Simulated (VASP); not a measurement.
Input of a VASP 6.6.1 run:

File POSCAR:

```
MoS2
1.0
    1.5814998900      0.9130793900      6.1233282100
   -1.5814998900      0.9130793900      6.1233282100
    0.0000000000     -3.6523175600     12.2466564200
Mo S
2 4
Direct
    0.0000000000      0.0000000000      0.0000000000
    0.0000000000      0.0000000000      0.5000000000
    0.7484000000      0.7484000000      0.3742000000
    0.5849000000      0.5849000000      0.2924500000
    0.7484000000      0.7484000000      0.8742000000
    0.5849000000      0.5849000000      0.7924500000
```

Contents of INCAR.step1:

```
PREC     = Accurate       # precision mode
ENCUT    = 450            # plane-wave cutoff, eV
EDIFF    = 1E-5           # SCF threshold, eV
ISMEAR   = 0              # smearing method
SIGMA    = 0.05           # smearing width, eV
LREAL    = False          # projectors in reciprocal space
LASPH    = True           # aspherical terms in the spheres
NELM     = 80             # most SCF steps
ALGO     = Normal         # electronic algorithm
ISIF     = 2              # what is computed and relaxed
LWAVE    = True           # write WAVECAR
LCHARG   = False          # write CHGCAR
ISPIN    = 2              # spin polarisation
MAGMOM   = 1 1 0 0 0 0    # initial moments
LORBIT   = 11             # projections on sites
LMAXMIX  = 4              # l up to which the mixer works
GGA      = PE             # functional
```

INCAR.step2

```
PREC     = Accurate       # precision mode
ENCUT    = 450            # plane-wave cutoff, eV
EDIFF    = 1E-6           # SCF threshold, eV
ISMEAR   = 0              # smearing method
SIGMA    = 0.05           # smearing width, eV
LREAL    = False          # projectors in reciprocal space
LASPH    = True           # aspherical terms in the spheres
NELM     = 80             # most SCF steps
ALGO     = Normal         # electronic algorithm
ISIF     = 2              # what is computed and relaxed
LWAVE    = False          # write WAVECAR
LCHARG   = False          # write CHGCAR
ISPIN    = 2              # spin polarisation
MAGMOM   = 1 1 0 0 0 0    # initial moments
LORBIT   = 11             # projections on sites
LMAXMIX  = 4              # l up to which the mixer works
GGA      = PE             # functional
LHFCALC  = True           # exact exchange
HFSCREEN = 0.2            # screening, 1/A
PRECFOCK = Fast         
ISTART   = 1
```

File KPOINTS:

```
Automatic mesh
0
Gamma
  3 3 2
```

Potentials or basis: VASP PAW PBE potentials, release 64 (Mo_sv, S).

The run is started by

```sh
$ cat potpaw_PBE.64/Mo_sv/POTCAR potpaw_PBE.64/S/POTCAR > POTCAR
$ cp INCAR.step1 INCAR
$ mpirun -np 1 vasp_std > vasp.out
$ cp INCAR.step2 INCAR
$ mpirun -np 1 vasp_std > vasp.out
```

Question: Predict the pressure.

Answer: 3.9 GPa.

Question: Estimate the largest force.

Answer: 0.710 eV/Å.

Question: Predict the band gap on the k mesh.

Answer: 1.56 eV.

Question: What does it give for the net moment?

Answer: 0.00 μB per cell.

Stress tensor (GPa, compression positive):
```
2.48 0.00 0.00
0.00 0.63 0.23
0.00 0.23 8.74
```

Caveat: the k mesh is coarse (spacing up to 0.77 Å⁻¹), so the values aren't converged, least of all with exact exchange; the PAW data sets were made with another functional, which shifts forces and pressure a little; an odd mesh through Γ misses points on the zone boundary, where band edges often lie.
